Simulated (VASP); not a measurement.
# CuI (Marshite) (F-43m) in VASP: notebook, part 2 of 2

VASP 6.6.1. Earlier steps stand in the parts before.

## (3) Relaxation of the atoms, r2SCAN (a relaxed cell with its volume scaled by 0.98)

The input, INCAR:

```
SYSTEM = CuI
PREC = Accurate
ENCUT = 600
EDIFF = 1E-7
ISMEAR = 0
SIGMA = 0.03
LREAL = .FALSE.
LASPH = .TRUE.
NELM = 80
ALGO = Normal
ISIF = 2
LWAVE = .FALSE.
LCHARG = .FALSE.
METAGGA = R2SCAN
LMIXTAU = .TRUE.
IBRION = 2
NSW = 40
EDIFFG = -0.01
```

The input, KPOINTS:

```
Automatic mesh
0
G
  8 8 8
  0 0 0
```

The input, POSCAR:

```
CuI                                     
1.0
    0.0000000000      2.9907389403      2.9907389403
    2.9907389403      0.0000000000      2.9907389403
    2.9907389403      2.9907389403      0.0000000000
  Cu              I             
     1     1
Direct
     0.2500000000000000    0.2500000000000000    0.2500000000000000
     0.0000000000000000    0.0000000000000000    0.0000000000000000
```

Potentials or basis: VASP PAW PBE potentials, release 64 (Cu, I).

On the command line:

```
> cat potpaw_PBE.64/Cu/POTCAR potpaw_PBE.64/I/POTCAR > POTCAR
> mpirun -np 1 vasp_std > vasp.out
```

OUTCAR:

```text
SYSTEM = CuI
   PREC = Accurate
   ENCUT = 600
   EDIFF = 1E-7
   ISMEAR = 0
   LREAL = .FALSE.
   LASPH = .TRUE.
   NELM = 80
   ISIF = 2
   METAGGA = R2SCAN
   IBRION = 2
   NSW = 40
   EDIFFG = -0.01

 ion  position               nearest neighbor table
   1  0.250  0.250  0.250-   2 2.59   2 2.59   2 2.59   2 2.59
   2  0.000  0.000  0.000-   1 2.59   1 2.59   1 2.59   1 2.59

  LATTYP: Found a face centered cubic cell.
 ALAT       =     5.9814778806

  Lattice vectors:

 A1 = (   0.0000000000,   2.9907389403,   2.9907389403)
 A2 = (   2.9907389403,   0.0000000000,   2.9907389403)
 A3 = (   2.9907389403,   2.9907389403,   0.0000000000)

Analysis of symmetry for initial positions (statically):
=====================================================================
 Subroutine PRICEL returns:
 Original cell was already a primitive cell.

 Routine SETGRP: Setting up the symmetry group for a
 face centered cubic supercell.

 Subroutine GETGRP returns: Found 24 space group operations
 (whereof 24 operations were pure point group operations)
 out of a pool of 48 trial point group operations.

The static configuration has the point symmetry T_d .

Analysis of symmetry for dynamics (positions and initial velocities):
=====================================================================
 Subroutine PRICEL returns:
 Original cell was already a primitive cell.

 Routine SETGRP: Setting up the symmetry group for a
 face centered cubic supercell.

 Subroutine GETGRP returns: Found 24 space group operations
 (whereof 24 operations were pure point group operations)
 out of a pool of 48 trial point group operations.

The dynamic configuration has the point symmetry T_d .

 Subroutine INISYM returns: Found 24 space group operations
 (whereof 24 operations are pure point group operations),
 and found     1 'primitive' translations

----------------------------------------------------------------------------------------

                                     Primitive cell

  volume of cell :      53.5014

[... 115 lines left out ...]
   AEXX    =    0.0000 exact exchange contribution
   IVDW    =     0    specifies the selected vdW correction
   LEPSILON=     F    determine dielectric tensor
   LRPA    =     F    only Hartree local field effects (RPA)
 conjugate gradient relaxation of ions
 non-spin polarized calculation
 Gauss-broadening in eV      SIGMA  =   0.03
  energy-cutoff  :      600.00
  volume of cell :       53.50
 maximum number of plane-waves:      1812
 NGX is ok and might be reduce to    36
   NGX = 17   NGY = 17   NGZ = 17

 number of electron      17.9999992 magnetization

 Free energy of the ion-electron system (eV)
  ---------------------------------------------------
  ext. energy  EPLUGINS =         0.00000000
  ---------------------------------------------------
  free energy    TOTEN  =       -35.79353811 eV

  energy without entropy =      -35.79353811  energy(sigma->0) =      -35.79353811

 E-fermi :   4.8837     XC(G=0):  -9.6512

 val. band max:        4.7082565556   @ k =   0.0000   0.0000   0.0000
 cond. band min:       6.4452000372   @ k =   0.0000   0.0000   0.0000
 fundamental gap:      1.7369434817
 Fermi energy:         4.8836876084

 k-point     1 :       0.0000    0.0000    0.0000
  band No.  band energies     occupation
      1     -10.0430      2.00000
      2       0.7175      2.00000
      3       0.7176      2.00000
      4       0.7176      2.00000
      5       2.6978      2.00000
      6       2.6978      2.00000
      7       4.7082      2.00000
      8       4.7083      2.00000
      9       4.7083      2.00000
     10       6.4452      0.00000
     11       9.9023      0.00000
     12       9.9023      0.00000
     13       9.9023      0.00000
[... 354 lines left out ...]
  band No.  band energies     occupation
      1      -9.2902      2.00000
      2      -1.0555      2.00000
      3       0.1427      2.00000
      4       0.6909      2.00000
      5       2.6185      2.00000
      6       2.7075      2.00000
      7       2.8294      2.00000
      8       3.2967      2.00000
      9       3.6071      2.00000
     10       8.6805      0.00000
     11       9.6006      0.00000
     12      11.3781      0.00000
     13      12.6099      0.00000

 [... further k-points ...]
[... 5 lines left out ...]
  --------------------------------------------------------------------------------------
  -------------------------------------------------------------------------------------
  Total        0.3060103      0.3060103      0.3060103     -0.0000000      0.0000000      0.0000000
  in kB        9.1639176      9.1639176      9.1639176     -0.0000000      0.0000000      0.0000000
  external PRESSURE =       9.1639176 kB  Pullay stress =       0.0000000 kB

 VOLUME and BASIS-vectors are now :
 -----------------------------------------------------------------------------
  energy-cutoff  :      600.00
  volume of cell :       53.50
      direct lattice vectors                 reciprocal lattice vectors
     0.000000000  2.990738940  2.990738940    -0.167182763  0.167182763  0.167182763
     2.990738940  0.000000000  2.990738940     0.167182763 -0.167182763  0.167182763
     2.990738940  2.990738940  0.000000000     0.167182763  0.167182763 -0.167182763

 POSITION                                       TOTAL-FORCE (eV/Angst)
 -----------------------------------------------------------------------------------
      1.49537      1.49537      1.49537         0.000000      0.000000      0.000000
      0.00000      0.00000      0.00000        -0.000000     -0.000000     -0.000000
 -----------------------------------------------------------------------------------
    total drift:                               -0.000007     -0.000007     -0.000007

  FREE ENERGIE OF THE ION-ELECTRON SYSTEM (eV)
  ---------------------------------------------------
  free  energy   TOTEN  =       -35.7935381087 eV

  energy  without entropy=      -35.7935381087  energy(sigma->0) =      -35.79353811

 reached required accuracy - stopping structural energy minimisation
```

OSZICAR:

```text
N       E                     dE             d eps       ncg     rms          rms(c)
DAV:   1     0.758379498404E+02    0.75838E+02   -0.86958E+03   754   0.171E+03
DAV:   2    -0.311758181224E+02   -0.10701E+03   -0.10088E+03   764   0.296E+02
DAV:   3    -0.388608735232E+02   -0.76851E+01   -0.75457E+01  1020   0.877E+01
DAV:   4    -0.390817499412E+02   -0.22088E+00   -0.22069E+00   855   0.134E+01
[... 11 lines left out ...]
DAV:  16    -0.357935368789E+02    0.47238E-07   -0.20400E-06   978   0.165E-02    0.229E-03
DAV:  17    -0.357935369853E+02   -0.10642E-06   -0.36603E-08   532   0.396E-03    0.185E-03
DAV:  18    -0.357935377040E+02   -0.71872E-06   -0.38737E-07   770   0.781E-03    0.196E-03
DAV:  19    -0.357935381225E+02   -0.41841E-06   -0.25105E-07   759   0.920E-03    0.540E-04
DAV:  20    -0.357935381087E+02    0.13736E-07   -0.10840E-08   412   0.172E-03
   1 F= -.35793538E+02 E0= -.35793538E+02  d E =-.357935E+02
```

CONTCAR:

```text
CuI
   1.00000000000000
     0.0000000000000000    2.9907389403000000    2.9907389403000000
     2.9907389403000000    0.0000000000000000    2.9907389403000000
     2.9907389403000000    2.9907389403000000    0.0000000000000000
  Cu              I
     1     1
Direct
     0.2500000000000000    0.2500000000000000    0.2500000000000000
     0.0000000000000000    0.0000000000000000    0.0000000000000000

  0.00000000E+00  0.00000000E+00  0.00000000E+00
  0.00000000E+00  0.00000000E+00  0.00000000E+00
```

It took 2.6 min on 1 thread of Intel Xeon Platinum 8488C (Sapphire Rapids), shared host; peak memory 0.22 GiB.

What came out:

```
Free energy             : -35.7935 eV
Pressure after relaxing : 0.9 GPa
Band gap on the k mesh  : 1.74 eV, direct
```

Final structure:
```xyz
2
Lattice="0.0000 2.9907 2.9907 2.9907 0.0000 2.9907 2.9907 2.9907 0.0000" Properties=species:S:1:pos:R:3 pbc="T T T"
Cu    1.4954    1.4954    1.4954
I     0.0000    0.0000    0.0000
```

Caveat: the relaxation stopped at its first step, so nothing moved; the PAW data sets were made with another functional, which shifts forces and pressure a little; spin-orbit coupling is left out, which moves the levels of the heavy elements.

## (4) Relaxation of the atoms, r2SCAN

INCAR is that of step 3.

KPOINTS is that of step 3.

The input, POSCAR:

```
CuI                                     
1.0
    0.0000000000      3.0109472489      3.0109472489
    3.0109472489      0.0000000000      3.0109472489
    3.0109472489      3.0109472489      0.0000000000
  Cu              I             
     1     1
Direct
     0.2500000000000000    0.2500000000000000    0.2500000000000000
     0.0000000000000000    0.0000000000000000    0.0000000000000000
```

On the command line:

```
> cat potpaw_PBE.64/Cu/POTCAR potpaw_PBE.64/I/POTCAR > POTCAR
> mpirun -np 1 vasp_std > vasp.out
```

It took 1.9 min on 1 thread of Intel Xeon Platinum 8488C (Sapphire Rapids), shared host; peak memory 0.22 GiB.

It converged, with:

- Free energy: -35.7969 eV
- Pressure after relaxing: 0.0 GPa
- Band gap on the k mesh: 1.68 eV, direct

Final structure:
```
Cu I
1.0
     0.00000    3.01095    3.01095
     3.01095    0.00000    3.01095
     3.01095    3.01095    0.00000
Cu I
1 1
Cartesian
  1.5055 1.5055 1.5055
  0.0000 0.0000 0.0000
```

Levels at points of the mesh, in eV from the valence-band top:
```tsv
k point	band 5	band 6	band 7	band 8	band 9	band 10	band 11	band 12	band 13
(0.00, 0.00, 0.00)	-1.92	-1.92	0.00	0.00	0.00	1.68	5.22	5.22	5.22
(0.50, 0.00, 0.00)	-1.89	-1.89	-1.85	-0.75	-0.75	2.57	5.73	5.73	7.76
(0.50, 0.50, 0.00)	-1.96	-1.84	-1.83	-1.57	-1.57	2.90	3.17	9.95	10.52
```

Caveat: the relaxation stopped at its first step, so nothing moved; the PAW data sets were made with another functional, which shifts forces and pressure a little; spin-orbit coupling is left out, which moves the levels of the heavy elements. r2SCAN opens gaps a little over a GGA but as a rule still falls short of measured ones.

## (5) Overview

| cell | gap on the mesh (eV) | pressure (GPa) |
| --- | --- | --- |
| atoms relaxed from: a relaxed cell with its volume scaled by 0.96 | 1.80 | 2.0 |
| atoms relaxed from: a relaxed cell with its volume scaled by 0.98 | 1.74 | 0.9 |
| atoms relaxed | 1.68 | 0.0 |

Alike in all rows: task relaxation of the atoms; level r2SCAN; potentials or basis VASP PAW PBE potentials, release 64 (Cu, I); no spin polarisation; k mesh 8 × 8 × 8; cutoff (eV) 600; smearing gaussian 0.03 eV.

Caveats: the relaxation stopped at its first step, so nothing moved; the PAW data sets were made with another functional, which shifts forces and pressure a little; spin-orbit coupling is left out, which moves the levels of the heavy elements.

Total energies depend on the potentials used, so only differences within one code and one set of settings carry meaning.
